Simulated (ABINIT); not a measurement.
# BAs (F-43m) in ABINIT: further runs

One crystal, BAs, is run at these levels: PBE, LDA; tasks: single point, relaxation of cell and atoms.

Everything below comes from runs of ABINIT 10.8.3 (patched build). Logs are shortened: lines on timing, memory, paths and dates and some standing lists are left out, and cuts for length are marked. The log counts tension as positive stress, the text compression.

### Step 1. The crystal as given

The structure is cubic, space group F-43m (No. 216). The conventional cell has a = 4.777 Å, b = 4.777 Å, c = 4.777 Å, α = 90.00°, β = 90.00°, γ = 90.00°. Around As (site symmetry -43m) lie 4 B at 2.07 Å. B (site symmetry -43m) has 4 As at 2.07 Å as nearest neighbours.

### Step 2. Single point, PBE (cell relaxed)

run.abi reads:

```
# Pseudopotentials
pp_dirpath "./"
pseudos "As_ONCV_PBE-1.2.upf, B_ONCV_PBE-1.2.upf"

# Structure
acell 3*1.0
rprim
     0.0000000000     4.5434069164     4.5434069164
     4.5434069164     0.0000000000     4.5434069164
     4.5434069164     4.5434069164     0.0000000000
ntypat 2
znucl 33 5
natom 2
typat 1 2
xcart
     6.8151103745     6.8151103745     6.8151103745
     0.0000000000     0.0000000000     0.0000000000
chkprim 0
chksymtnons 0
tolsym 1.0e-6

# Plane-wave basis
ecut 1142.878222 eV

# k points
kptopt 1
ngkpt 8 8 8
nshiftk 1
shiftk 0.0 0.0 0.0

# Exchange and correlation
ixc 11

# Bands and occupations
nband 8
occopt 3
tsmear 0.05 eV

# SCF cycle
nstep 100
tolvrs 1.0e-10

# Output
iomode 3
prtwf 0
prtden 0
prteig 0
prtebands 0
```

Potentials or basis: SG15 NC PBE v1.2.

Started as:

```sh
$ abinit run.abi > log 2>&1
```

run.abo:

```text
.Version 10.8.3 of ABINIT
 Symmetries : space group F-4 3 m (#216); Bravais cF (face-center cubic)
================================================================================
 Values of the parameters that define the memory need of the present run
     intxc =       0    ionmov =       0      iscf =       7    lmnmax =       6
     lnmax =       6     mgfft =      40  mpssoang =       3    mqgrid =    3001
     natom =       2  nloc_mem =       1    nspden =       1   nspinor =       1
    nsppol =       1      nsym =      24    n1xccc =       0    ntypat =       2
    occopt =       3   xclevel =       2
       mpw =        2468          nfft =       64000          nkpt =          29
================================================================================
================================================================================

--------------------------------------------------------------------------------
------------- Echo of variables that govern the present computation ------------
--------------------------------------------------------------------------------
 -outvars: echo values of preprocessed input variables --------
            acell      1.0000000000E+00  1.0000000000E+00  1.0000000000E+00 Bohr
              amu      7.49215900E+01  1.08110000E+01
          chkprim           0
      chksymtnons           0
             ecut      4.20000000E+01 Hartree
              ixc          11
         kptrlatt        8    0    0      0    8    0      0    0    8
          kptrlen      5.14027814E+01
            natom           2
            nband           8
            ngfft          40      40      40
             nkpt          29
            nstep         100
             nsym          24
           ntypat           2
           occopt           3
           prtden           0
        prtebands           0
           prteig           0
            prtwf           0
            rprim      0.0000000000E+00  4.5434069164E+00  4.5434069164E+00
                       4.5434069164E+00  0.0000000000E+00  4.5434069164E+00
                       4.5434069164E+00  4.5434069164E+00  0.0000000000E+00
          spgroup         216
           tolsym      1.00000000E-06
           tolvrs      1.00000000E-10
           tsmear      1.83746611E-03 Hartree
            typat      1  2
           xangst      3.6064010975E+00  3.6064010975E+00  3.6064010975E+00
                      -5.2917670364E-11 -5.2917870559E-11 -5.2917870559E-11
            xcart      6.8151103745E+00  6.8151103745E+00  6.8151103745E+00
                      -9.9999904208E-11 -1.0000028252E-10 -1.0000028252E-10
             xred      7.4999999999E-01  7.4999999999E-01  7.4999999999E-01
                      -1.1005030220E-11 -1.1004946954E-11 -1.1004946954E-11
            znucl       33.00000    5.00000

================================================================================

 chkinp: Checking input parameters for consistency.

================================================================================
== DATASET  1 ==================================================================

--- !DatasetInfo
iteration_state: {dtset: 1, }
dimensions: {natom: 2, nkpt: 29, mband: 8, nsppol: 1, nspinor: 1, nspden: 1, mpw: 2468, }
cutoff_energies: {ecut:  42.0, pawecutdg:  -1.0, }
electrons: {nelect:   8.00000000E+00, charge:   0.00000000E+00, occopt:   3.00000000E+00, tsmear:   1.83746611E-03, }
meta: {optdriver: 0, ionmov: 0, optcell: 0, iscf: 7, paral_kgb: 0, }
...

 Exchange-correlation functional for the present dataset will be:
  GGA: Perdew-Burke-Ernzerhof functional - ixc=11
  J.P.Perdew, K.Burke, M.Ernzerhof, PRL 77, 3865 (1996)

 Real(R)+Recip(G) space primitive vectors, cartesian coordinates (Bohr,Bohr^-1):
 R(1)=  0.0000000  4.5434069  4.5434069  G(1)= -0.1100496  0.1100496  0.1100496
 R(2)=  4.5434069  0.0000000  4.5434069  G(2)=  0.1100496 -0.1100496  0.1100496
 R(3)=  4.5434069  4.5434069  0.0000000  G(3)=  0.1100496  0.1100496 -0.1100496
 Unit cell volume ucvol=  1.8757498E+02 bohr^3
 Angles (23,13,12)=  6.00000000E+01  6.00000000E+01  6.00000000E+01 degrees

 getcut: wavevector=  0.0000  0.0000  0.0000  ngfft=  40  40  40
         ecut(hartree)=     42.000   => boxcut(ratio)=   2.13390

--- Pseudopotential description ------------------------------------------------
- pspini: atom type   1  psp file is ./As_ONCV_PBE-1.2.upf
12 -101130 2 -1 602                           pspcod,pspxc,lmax,lloc,mmax
     nproj     2     2     2

- pspini: atom type   2  psp file is ./B_ONCV_PBE-1.2.upf
12 -101130 1 -1 602                           pspcod,pspxc,lmax,lloc,mmax
     nproj     2     2     0

   5.23023437E+01                                ecore*ucvol(ha*bohr**3)
--------------------------------------------------------------------------------

================================================================================

--- !BeginCycle
iteration_state: {dtset: 1, }
solver: {iscf: 7, nstep: 100, nline: 4, wfoptalg: 0, }
tolerances: {tolvrs: 1.00E-10, }
...

     iter   Etot(hartree)      deltaE(h)  residm     vres2
 ETOT  1  -9.1452649168269    -9.145E+00 5.133E-02 1.623E+02
 ETOT  2  -9.1712330575149    -2.597E-02 2.410E-03 3.803E+01
 ETOT  3  -9.1766484100261    -5.415E-03 8.312E-04 1.288E-01
 ETOT  4  -9.1766581341395    -9.724E-06 2.496E-05 4.548E-03
 ETOT  5  -9.1766583277523    -1.936E-07 6.895E-06 1.443E-04
 ETOT  6  -9.1766583322527    -4.500E-09 1.395E-06 1.271E-06
 ETOT  7  -9.1766583323006    -4.792E-11 2.703E-07 4.137E-08
 ETOT  8  -9.1766583323021    -1.508E-12 1.160E-07 7.913E-10
 ETOT  9  -9.1766583323022    -1.599E-14 2.251E-08 4.832E-12

 At SCF step    9       vres2   =  4.83E-12 < tolvrs=  1.00E-10 =>converged.

 Cartesian components of stress tensor (hartree/bohr^3)
  sigma(1 1)= -6.61695687E-09  sigma(3 2)=  0.00000000E+00
  sigma(2 2)= -6.61695687E-09  sigma(3 1)=  0.00000000E+00
  sigma(3 3)= -6.61695687E-09  sigma(2 1)=  0.00000000E+00

--- !ResultsGS
iteration_state: {dtset: 1, }
comment   : Summary of ground state results
lattice_vectors:
- [  0.0000000,   4.5434069,   4.5434069, ]
- [  4.5434069,   0.0000000,   4.5434069, ]
- [  4.5434069,   4.5434069,   0.0000000, ]
lattice_lengths: [   6.42535,    6.42535,    6.42535, ]
lattice_angles: [ 60.000,  60.000,  60.000, ] # degrees, (23, 13, 12)
lattice_volume:   1.8757498E+02
convergence: {deltae: -1.599E-14, res2:  4.832E-12, residm:  2.251E-08, diffor: null, }
etotal    :  -9.17665833E+00
entropy   :   0.00000000E+00
fermie    :   2.93543638E-01
cartesian_stress_tensor: # hartree/bohr^3
- [ -6.61695687E-09,   0.00000000E+00,   0.00000000E+00, ]
- [  0.00000000E+00,  -6.61695687E-09,   0.00000000E+00, ]
- [  0.00000000E+00,   0.00000000E+00,  -6.61695687E-09, ]
pressure_GPa:   1.9468E-04
xred      :
- [  7.5000E-01,   7.5000E-01,   7.5000E-01, As]
- [ -1.1005E-11,  -1.1005E-11,  -1.1005E-11,  B]
cartesian_forces: # hartree/bohr
- [ -0.00000000E+00,  -0.00000000E+00,  -0.00000000E+00, ]
- [ -0.00000000E+00,  -0.00000000E+00,  -0.00000000E+00, ]
force_length_stats: {min:   0.00000000E+00, max:   0.00000000E+00, mean:   0.00000000E+00, }
...

 Integrated electronic density in atomic spheres:
 ------------------------------------------------
 Atom  Sphere_radius  Integrated_density
    1        2.00000          2.50242149
    2        2.00000          2.50548510
================================================================================

 ----iterations are completed or convergence reached----

 Mean square residual over all n,k,spin=   13.018E-11; max=  22.510E-09
 reduced coordinates (array xred) for    2 atoms
       0.749999999989      0.749999999989      0.749999999989
      -0.000000000011     -0.000000000011     -0.000000000011
 rms dE/dt=  0.0000E+00; max dE/dt=  0.0000E+00; dE/dt below (all hartree)
    1       0.000000000000      0.000000000000      0.000000000000
    2       0.000000000000      0.000000000000      0.000000000000

 cartesian coordinates (angstrom) at end:
    1      3.60640109752739     3.60640109752739     3.60640109752739
    2     -0.00000000005292    -0.00000000005292    -0.00000000005292

 cartesian forces (hartree/bohr) at end:
    1     -0.00000000000000    -0.00000000000000    -0.00000000000000
    2     -0.00000000000000    -0.00000000000000    -0.00000000000000
 frms,max,avg= 0.0000000E+00 0.0000000E+00   0.000E+00  0.000E+00  0.000E+00 h/b

 cartesian forces (eV/Angstrom) at end:
    1     -0.00000000000000    -0.00000000000000    -0.00000000000000
    2     -0.00000000000000    -0.00000000000000    -0.00000000000000
 frms,max,avg= 0.0000000E+00 0.0000000E+00   0.000E+00  0.000E+00  0.000E+00 e/A
 length scales=  1.000000000000  1.000000000000  1.000000000000 bohr
              =  0.529177210544  0.529177210544  0.529177210544 angstroms
 Fermi (or HOMO) energy (hartree) =   0.29354   Average Vxc (hartree)=  -0.37004
 Eigenvalues (hartree) for nkpt=  29  k points:
 kpt#   1, nband=  8, wtk=  0.00195, kpt=  0.0000  0.0000  0.0000 (reduced coord)
  -0.28648    0.27170    0.27170    0.27170    0.39152    0.39152    0.39152    0.43444
      occupation numbers for kpt#   1
   2.00000    1.99999    1.99999    1.99999    0.00000    0.00000    0.00000    0.00000
 prteigrs : prtvol=0 or 1, do not print more k-points.

--- !EnergyTerms
iteration_state     : {dtset: 1, }
comment             : Components of total free energy in Hartree
kinetic             :  4.06578540860789E+00
hartree             :  6.34947317639451E-01
xc                  : -2.68150406877201E+00
Ewald energy        : -9.90134677191153E+00
psp_core            :  2.78834334705989E-01
local_psp           : -3.10511645991764E+00
non_local_psp       :  1.53174191126731E+00
internal            : -9.17665832838053E+00
'-kT*entropy'       : -3.92162003087233E-09
total_energy        : -9.17665833230215E+00
total_energy_eV     : -2.49709594327674E+02
band_energy         :  2.70542107243763E-01
...

 Cartesian components of stress tensor (hartree/bohr^3)
  sigma(1 1)= -6.61695687E-09  sigma(3 2)=  0.00000000E+00
  sigma(2 2)= -6.61695687E-09  sigma(3 1)=  0.00000000E+00
  sigma(3 3)= -6.61695687E-09  sigma(2 1)=  0.00000000E+00

-Cartesian components of stress tensor (GPa)         [Pressure=  1.9468E-04 GPa]
- sigma(1 1)= -1.94677592E-04  sigma(3 2)=  0.00000000E+00
- sigma(2 2)= -1.94677592E-04  sigma(3 1)=  0.00000000E+00
- sigma(3 3)= -1.94677592E-04  sigma(2 1)=  0.00000000E+00

== END DATASET(S) ==============================================================
================================================================================

 -outvars: echo values of variables after computation  --------
            acell      1.0000000000E+00  1.0000000000E+00  1.0000000000E+00 Bohr
           etotal     -9.1766583323E+00
            fcart     -0.0000000000E+00 -0.0000000000E+00 -0.0000000000E+00
                      -0.0000000000E+00 -0.0000000000E+00 -0.0000000000E+00
            rprim      0.0000000000E+00  4.5434069164E+00  4.5434069164E+00
                       4.5434069164E+00  0.0000000000E+00  4.5434069164E+00
                       4.5434069164E+00  4.5434069164E+00  0.0000000000E+00
           strten     -6.6169568700E-09 -6.6169568700E-09 -6.6169568700E-09
                       0.0000000000E+00  0.0000000000E+00  0.0000000000E+00
           xangst      3.6064010975E+00  3.6064010975E+00  3.6064010975E+00
                      -5.2917670364E-11 -5.2917870559E-11 -5.2917870559E-11
             xred      7.4999999999E-01  7.4999999999E-01  7.4999999999E-01
                      -1.1005030220E-11 -1.1004946954E-11 -1.1004946954E-11
 Calculation completed.
```

Wall time 24 s (1 thread of Intel Xeon at 2.70GHz, shared host); peak memory 0.08 GiB.

What came out:

```yaml
Free_energy: -249.7096 eV
Pressure: 0.0 GPa
Band_gap_on_the_k_mesh: 1.22 eV, indirect (least direct gap 3.26 eV)
Valence_electrons_inside_the_program's_atomic_spheres: As 2.50; B 2.51
```

A k mesh can miss the band edges.

[end of part 1 of 2]
